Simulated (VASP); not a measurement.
# Cu in VASP: further runs

The runs below take Cu through single point, relaxation of the atoms, with PBEsol.

All numbers are computed with VASP 6.6.1; they aren't measurements. Logs are shortened: lines on timing, memory, paths and dates and some standing lists are left out, and cuts for length are marked.

## (1) The slab as given

The cell holds a slab with vacuum, 7 atoms: a = 2.524 Å, b = 2.524 Å, c = 27.366 Å, α = 90.00°, β = 90.00°, γ = 120.00°.

The slab is cut from a database's or a generator's crystal, which needn't be the stable form of the element.

## (2) Single point, PBEsol

File INCAR:

```
  PREC = Accurate
  ENCUT = 520
  EDIFF = 1E-7
  ISMEAR = 1
  SIGMA = 0.1
  LREAL = F
  LASPH = T
  NELM = 80
  ALGO = Fast
  ISIF = 2
  LWAVE = F
  LCHARG = F
  LDIPOL = T
  IDIPOL = 3
  DIPOL = 0.5 0.5 0.500
  GGA = PS
  LVHAR = T
  LVACPOTAV = T
  ICORELEVEL = 1
  KPAR = 4
```

File KPOINTS:

```
Automatic mesh
0
Gamma
  15 15 1
```

File POSCAR:

```
Cu
1.0
    2.5241746300      0.0000000000      0.0000000000
   -1.2620873200      2.1859993600      0.0000000000
    0.0000000000      0.0000000000     27.3658797500
Cu
7
Direct
    0.6666666700      0.3333333300      0.2740639100
    0.3333333300      0.6666666700      0.3493759400
    0.0000000000      0.0000000000      0.4246879700
    0.6666666700      0.3333333300      0.5000000000
    0.3333333300      0.6666666700      0.5753120300
    0.0000000000      0.0000000000      0.6506240600
    0.6666666700      0.3333333300      0.7259360900
```

Potentials or basis: VASP PAW PBE potentials, release 64 (Cu).

The run is started by

```console
$ cat potpaw_PBE.64/Cu/POTCAR > POTCAR
$ mpirun -np 4 vasp_std > vasp.out
```

OUTCAR:

```text
PREC = Accurate
   ENCUT = 520
   EDIFF = 1E-7
   ISMEAR = 1
   LREAL = F
   LASPH = T
   NELM = 80
   ISIF = 2
   GGA = PS

 ion  position               nearest neighbor table
   1  0.667  0.333  0.274-   2 2.52   2 2.52   2 2.52
   2  0.333  0.667  0.349-   1 2.52   3 2.52   1 2.52   3 2.52   3 2.52   1 2.52
   3  0.000  0.000  0.425-   2 2.52   4 2.52   4 2.52   2 2.52   4 2.52   2 2.52
   4  0.667  0.333  0.500-   5 2.52   3 2.52   5 2.52   3 2.52   3 2.52   5 2.52
   5  0.333  0.667  0.575-   4 2.52   6 2.52   4 2.52   6 2.52   6 2.52   4 2.52
   6  0.000  0.000  0.651-   5 2.52   7 2.52   7 2.52   5 2.52   7 2.52   5 2.52
   7  0.667  0.333  0.726-   6 2.52   6 2.52   6 2.52

  LATTYP: Found a hexagonal cell.
 ALAT       =     2.5241746300
 C/A-ratio  =    10.8415160444

  Lattice vectors:

 A1 = (   2.5241746300,   0.0000000000,   0.0000000000)
 A2 = (  -1.2620873200,   2.1859993600,   0.0000000000)
 A3 = (   0.0000000000,   0.0000000000,  27.3658797500)

Analysis of symmetry for initial positions (statically):
=====================================================================
 Subroutine PRICEL returns:
 Original cell was already a primitive cell.

 Routine SETGRP: Setting up the symmetry group for a
 hexagonal supercell.

 Subroutine GETGRP returns: Found 12 space group operations
 (whereof  6 operations were pure point group operations)
 out of a pool of 24 trial point group operations.

The static configuration has the point symmetry C_3v.
 The point group associated with its full space group is D_3d.

Analysis of symmetry for dynamics (positions and initial velocities):
=====================================================================
 Subroutine PRICEL returns:
 Original cell was already a primitive cell.

 Routine SETGRP: Setting up the symmetry group for a
 hexagonal supercell.

 Subroutine GETGRP returns: Found 12 space group operations
 (whereof  6 operations were pure point group operations)
 out of a pool of 24 trial point group operations.

The dynamic configuration has the point symmetry C_3v.
 The point group associated with its full space group is D_3d.

 Subroutine INISYM returns: Found 12 space group operations
 (whereof  6 operations are pure point group operations),
 and found     1 'primitive' translations

----------------------------------------------------------------------------------------

                                     Primitive cell

[... 121 lines left out ...]
  volume/ion in A,a.u.               =      21.57       145.57
  Fermi-wavevector in a.u.,A,eV,Ry     =   1.307913  2.471597 23.274615  1.710636
  Thomas-Fermi vector in A             =   2.438615
   LORBIT       =      0    0 simple, 1 ext, 2 COOP (PROOUT), +10 PAW based schemes
   GGA     = PS    functional components
   LHFCALC =     F    Hartree Fock is set to
   AEXX    =    0.0000 exact exchange contribution
   IVDW    =     0    specifies the selected vdW correction
   LEPSILON=     F    determine dielectric tensor
   LRPA    =     F    only Hartree local field effects (RPA)
 non-spin polarized calculation
 RMM-DIIS sequential band-by-band and
 Methfessel and Paxton  Order N= 1 SIGMA  =   0.10
  energy-cutoff  :      520.00
  volume of cell :      151.00
 maximum number of plane-waves:      4121
 NGX is ok and might be reduce to    20
   NGX =  9   NGY =  9   NGZ =101

 dipolmoment           0.000000      0.000000     -0.000000 electrons x Angstroem

 number of electron      76.9999998 magnetization

 dipolmoment           0.000000      0.000000      0.000003 electrons x Angstroem

 Free energy of the ion-electron system (eV)
  ---------------------------------------------------
  ext. energy  EPLUGINS =         0.00000000
  ---------------------------------------------------
  free energy    TOTEN  =       -29.07310415 eV

  energy without entropy =      -29.07335532  energy(sigma->0) =      -29.07318788

 the core state eigenenergies are
   1-  1s  -8846.8673  2s  -1059.1223  2p   -913.5923  3s   -110.6067  3p    -67.9693

   2-  1s  -8847.2080  2s  -1059.5098  2p   -913.9756  3s   -110.9414  3p    -68.2995

   3-  1s  -8847.2943  2s  -1059.5991  2p   -914.0648  3s   -111.0142  3p    -68.3708
[... 5 lines left out ...]
   6-  1s  -8847.2079  2s  -1059.5097  2p   -913.9755  3s   -110.9414  3p    -68.2994

   7-  1s  -8846.8672  2s  -1059.1222  2p   -913.5922  3s   -110.6066  3p    -67.9692

 E-fermi :   1.9194     XC(G=0):  -7.5936

 val. band max:        1.8852343660   @ k =   0.1333   0.1333   0.0000
 cond. band min:       1.9743519229   @ k =   0.4000   0.1333   0.0000
 fundamental gap:      0.0891175569
 Fermi energy:         1.9193792166

 k-point     1 :       0.0000    0.0000    0.0000
  band No.  band energies     occupation
      1      -7.7270      2.00000
      2      -7.1987      2.00000
      3      -6.3931      2.00000
      4      -5.3997      2.00000
      5      -4.3822      2.00000
      6      -3.7020      2.00000
[... 1165 lines left out ...]
     45       7.8142      0.00000
     46       8.5466      0.00000

 [... further k-points ...]

------------------------ aborting loop because EDIFF is reached ----------------------------------------

  FORCE on cell =-STRESS in cart. coord.  units (eV):
  Direction    XX          YY          ZZ          XY          YZ          ZX
  --------------------------------------------------------------------------------------
  -------------------------------------------------------------------------------------
  Total       -1.8322863     -1.8322863     -0.2699015      0.0000000      0.0000000     -0.0000000
  in kB      -19.4412898    -19.4412899     -2.8637626      0.0000000      0.0000000     -0.0000000
  external PRESSURE =     -13.9154474 kB  Pullay stress =       0.0000000 kB

 VOLUME and BASIS-vectors are now :
 -----------------------------------------------------------------------------
  energy-cutoff  :      520.00
  volume of cell :      151.00
      direct lattice vectors                 reciprocal lattice vectors
     2.524174630  0.000000000  0.000000000     0.396169103  0.228728339  0.000000000
    -1.262087320  2.185999360  0.000000000     0.000000000  0.457456676  0.000000000
     0.000000000  0.000000000 27.365879750     0.000000000  0.000000000  0.036541855

 POSITION                                       TOTAL-FORCE (eV/Angst)
 -----------------------------------------------------------------------------------
      1.26209      0.72867      7.50000         0.000000      0.000000      0.076130
     -0.00000      1.45733      9.56098         0.000000      0.000000     -0.073467
      0.00000      0.00000     11.62196        -0.000000     -0.000000     -0.029645
      1.26209      0.72867     13.68294        -0.000000      0.000000      0.000000
     -0.00000      1.45733     15.74392         0.000000      0.000000      0.029645
      0.00000      0.00000     17.80490        -0.000000      0.000000      0.073467
      1.26209      0.72867     19.86588        -0.000000     -0.000000     -0.076130
 -----------------------------------------------------------------------------------
    total drift:                               -0.000002      0.000001      0.000255

  FREE ENERGIE OF THE ION-ELECTRON SYSTEM (eV)
  ---------------------------------------------------
  free  energy   TOTEN  =       -29.0731041543 eV

  energy  without entropy=      -29.0733553209  energy(sigma->0) =      -29.07318788

 vacuum level on the upper side and lower side of the slab         6.853         6.853
```

OSZICAR:

```text
N       E                     dE             d eps       ncg     rms          rms(c)
DAV:   1     0.704783420300E+03    0.70478E+03   -0.34362E+04  2492   0.249E+03
DAV:   2     0.550806499389E+02   -0.64970E+03   -0.63372E+03  2484   0.470E+02
DAV:   3    -0.329611411028E+02   -0.88042E+02   -0.81923E+02  2568   0.224E+02
[... 19 lines left out ...]
RMM:  23    -0.290731032291E+02   -0.57728E-05   -0.42968E-07  1863   0.340E-03    0.503E-04
RMM:  24    -0.290731036624E+02   -0.43323E-06   -0.89727E-08  1584   0.318E-03    0.230E-04
RMM:  25    -0.290731040031E+02   -0.34069E-06   -0.36067E-08  1538   0.156E-03    0.154E-04
RMM:  26    -0.290731041296E+02   -0.12655E-06   -0.20380E-08  1515   0.149E-03    0.190E-04
RMM:  27    -0.290731041543E+02   -0.24740E-07   -0.72397E-09  1467   0.942E-04
   1 F= -.29073104E+02 E0= -.29073188E+02  d E =0.251167E-03
```

stdout:

```text
POSCAR found type information on POSCAR Cu
 POSCAR found :  1 types and       7 ions
 scaLAPACK will be used
 -----------------------------------------------------------------------------
|                                                                             |
[... 23 lines left out ...]
|     field-free region was found. Please increase the size of  your cell     |
|     in the dimension of the dipole correction to obtain accurate            |
|     workfunction values.                                                    |
|                                                                             |
 -----------------------------------------------------------------------------
```

Wall time 2.2 min (4 MPI ranks of Intel Xeon Platinum 8259CL at 2.50GHz (Skylake/Cascade Lake), shared host); peak memory 0.35 GiB.

Results:

```
Free energy                     : -29.0731 eV
Largest force                   : 0.076 eV/Å
Band gap on the k mesh          : none (metal or under the smearing width)
Work function of the upper face : 4.93 eV
Work function of the lower face : 4.93 eV
```

Forces on the atoms (eV/Å):
```
Cu   0.000  0.000  0.076
Cu   0.000  0.000 -0.073
Cu   0.000  0.000 -0.030
Cu   0.000  0.000  0.000
Cu   0.000  0.000  0.030
Cu   0.000  0.000  0.073
Cu   0.000  0.000 -0.076
```

Core levels (eV, on the scale of the bands):
| atom | levels |
| --- | --- |
| 1 Cu | 1s -8846.9, 2s -1059.1, 2p -913.6, 3s -110.6, 3p -68.0 |
| 2 Cu | 1s -8847.2, 2s -1059.5, 2p -914.0, 3s -110.9, 3p -68.3 |
| 3 Cu | 1s -8847.3, 2s -1059.6, 2p -914.1, 3s -111.0, 3p -68.4 |
| 4 Cu | 1s -8847.3, 2s -1059.6, 2p -914.1, 3s -111.0, 3p -68.4 |
| 5 Cu | 1s -8847.3, 2s -1059.6, 2p -914.1, 3s -111.0, 3p -68.4 |
| 6 Cu | 1s -8847.2, 2s -1059.5, 2p -914.0, 3s -110.9, 3p -68.3 |

Caveat: the PAW data sets were made with another functional, which shifts forces and pressure a little.

## (3) Relaxation of the atoms, PBEsol

File INCAR:

```
SYSTEM = Cu
ALGO = Normal
DIPOL = 0.5 0.5 0.500
EDIFF = 1E-6
EDIFFG = -0.02
ENCUT = 520
GGA = PS
IBRION = 2
IDIPOL = 3
ISIF = 2
ISMEAR = 1
KPAR = 4
LASPH = .True.
LCHARG = .False.
LDIPOL = .True.
LREAL = .False.
LWAVE = .False.
NELM = 80
NSW = 80
PREC = Accurate
SIGMA = 0.1
```

File KPOINTS:

```
k-points
0
Gamma
  15 15 1
  0 0 0
```

POSCAR is that of step 2.

Potentials or basis: VASP PAW PBE potentials, release 64 (Cu).

The run is started by

```console
$ cat potpaw_PBE.64/Cu/POTCAR > POTCAR
$ mpirun -np 4 vasp_std > vasp.out
```

OUTCAR:

```text
SYSTEM = Cu
   EDIFF = 1E-6
   EDIFFG = -0.02
   ENCUT = 520
   GGA = PS
   IBRION = 2
   ISIF = 2
   ISMEAR = 1
   LASPH = .True.
   LREAL = .False.
   NELM = 80
   NSW = 80
   PREC = Accurate

 ion  position               nearest neighbor table
   1  0.667  0.333  0.274-   2 2.52   2 2.52   2 2.52
   2  0.333  0.667  0.349-   1 2.52   3 2.52   1 2.52   3 2.52   3 2.52   1 2.52
   3  0.000  0.000  0.425-   2 2.52   4 2.52   4 2.52   2 2.52   4 2.52   2 2.52
   4  0.667  0.333  0.500-   5 2.52   3 2.52   5 2.52   3 2.52   3 2.52   5 2.52
   5  0.333  0.667  0.575-   4 2.52   6 2.52   4 2.52   6 2.52   6 2.52   4 2.52
   6  0.000  0.000  0.651-   5 2.52   7 2.52   7 2.52   5 2.52   7 2.52   5 2.52
   7  0.667  0.333  0.726-   6 2.52   6 2.52   6 2.52

  LATTYP: Found a hexagonal cell.
 ALAT       =     2.5241746300
 C/A-ratio  =    10.8415160444
[... 374 lines left out ...]

 E-fermi :   1.9276     XC(G=0):  -7.5781

 val. band max:        1.8939065147   @ k =   0.1333   0.1333   0.0000
 cond. band min:       1.9796912041   @ k =   0.4000   0.1333   0.0000
 fundamental gap:      0.0857846893
 Fermi energy:         1.9276005671

 k-point     1 :       0.0000    0.0000    0.0000
  band No.  band energies     occupation
      1      -7.7177      2.00000
      2      -7.2129      2.00000
      3      -6.4098      2.00000
      4      -5.4072      2.00000
      5      -4.3800      2.00000
      6      -3.7053      2.00000
[... 1165 lines left out ...]
     45       7.8248      0.00000
     46       8.5502      0.00000

 [... further k-points ...]

------------------------ aborting loop because EDIFF is reached ----------------------------------------

 vacuum level on the upper side and lower side of the slab       (xc-potential included)        -0.007        -0.007

  FORCE on cell =-STRESS in cart. coord.  units (eV):
  Direction    XX          YY          ZZ          XY          YZ          ZX
  --------------------------------------------------------------------------------------
  -------------------------------------------------------------------------------------
  Total       -1.7847452     -1.7847453     -0.1236299      0.0000000      0.0000000      0.0000000
  in kB      -18.9368602    -18.9368603     -1.3117625      0.0000000      0.0000000      0.0000000
  external PRESSURE =     -13.0618277 kB  Pullay stress =       0.0000000 kB
[... 22 lines left out ...]
  FREE ENERGIE OF THE ION-ELECTRON SYSTEM (eV)
  ---------------------------------------------------
  free  energy   TOTEN  =       -29.0746129773 eV

  energy  without entropy=      -29.0748548370  energy(sigma->0) =      -29.07469360

 reached required accuracy - stopping structural energy minimisation

 vacuum level on the upper side and lower side of the slab         6.844         6.844
```

OSZICAR:

```text
N       E                     dE             d eps       ncg     rms          rms(c)
DAV:   1     0.704783420300E+03    0.70478E+03   -0.34362E+04  2492   0.249E+03
[... 50 lines left out ...]
DAV:   1    -0.290745114075E+02   -0.86040E-05   -0.62497E-02  2550   0.125E+00    0.185E-02
DAV:   2    -0.290746203882E+02   -0.10898E-03   -0.11573E-03  3662   0.332E-01    0.198E-02
DAV:   3    -0.290746182153E+02    0.21730E-05   -0.31205E-05  3124   0.166E-01    0.156E-02
DAV:   4    -0.290746166528E+02    0.15625E-05   -0.12831E-05  2404   0.146E-01    0.136E-02
DAV:   5    -0.290746140393E+02    0.26135E-05   -0.21701E-05  3156   0.173E-01    0.625E-03
DAV:   6    -0.290746129103E+02    0.11289E-05   -0.11420E-05  2578   0.121E-01    0.339E-03
DAV:   7    -0.290746129773E+02   -0.66979E-07   -0.35482E-06  2094   0.237E-02
   5 F= -.29074613E+02 E0= -.29074694E+02  d E =-.110172E-03
```

Run time: 4.3 min. Hardware: 4 MPI ranks of Intel Xeon Platinum 8259CL at 2.50GHz (Skylake/Cascade Lake), shared host; peak memory 0.36 GiB.

Results:

```
Free energy                  : -29.0746 eV
Energy gained by relaxing    : 0.2 meV/atom
Ionic steps                  : 5
Largest force after relaxing : 0.010 eV/Å
Band gap on the k mesh       : none (metal or under the smearing width)
```

Forces in eV/Å, atoms in the order of the input:
```
Cu   0.000  0.000  0.003
Cu   0.000  0.000  0.006
Cu   0.000  0.000 -0.010
Cu   0.000  0.000  0.000
Cu   0.000  0.000  0.010
Cu   0.000  0.000 -0.006
Cu   0.000  0.000 -0.003
```

The path:
```csv
step,energy change (eV),largest force (eV/Å),pressure (GPa)
1,0.0000,0.0762,-1.39
2,-0.0009,0.0460,-1.39
3,-0.0014,0.0310,-1.34
4,-0.0014,0.0317,-1.29
5,-0.0015,0.0104,-1.31
```

Final structure:
```cif
data_structure
_symmetry_space_group_name_H-M 'P 1'
_symmetry_Int_Tables_number 1
_cell_length_a 2.5242
_cell_length_b 2.5242
_cell_length_c 27.3659
_cell_angle_alpha 90.000
_cell_angle_beta 90.000
_cell_angle_gamma 120.000
_cell_volume 151.00
loop_
_atom_site_label
_atom_site_type_symbol
_atom_site_fract_x
_atom_site_fract_y
_atom_site_fract_z
_atom_site_occupancy
Cu1 Cu 0.66667 0.33333 0.27441 1
Cu2 Cu 0.33333 0.66667 0.34909 1
Cu3 Cu 0.00000 0.00000 0.42449 1
Cu4 Cu 0.66667 0.33333 0.50000 1
Cu5 Cu 0.33333 0.66667 0.57551 1
Cu6 Cu 0.00000 0.00000 0.65091 1
Cu7 Cu 0.66667 0.33333 0.72559 1
```

Caveat: the PAW data sets were made with another functional, which shifts forces and pressure a little.

(Part 1 of 2 ends here.)
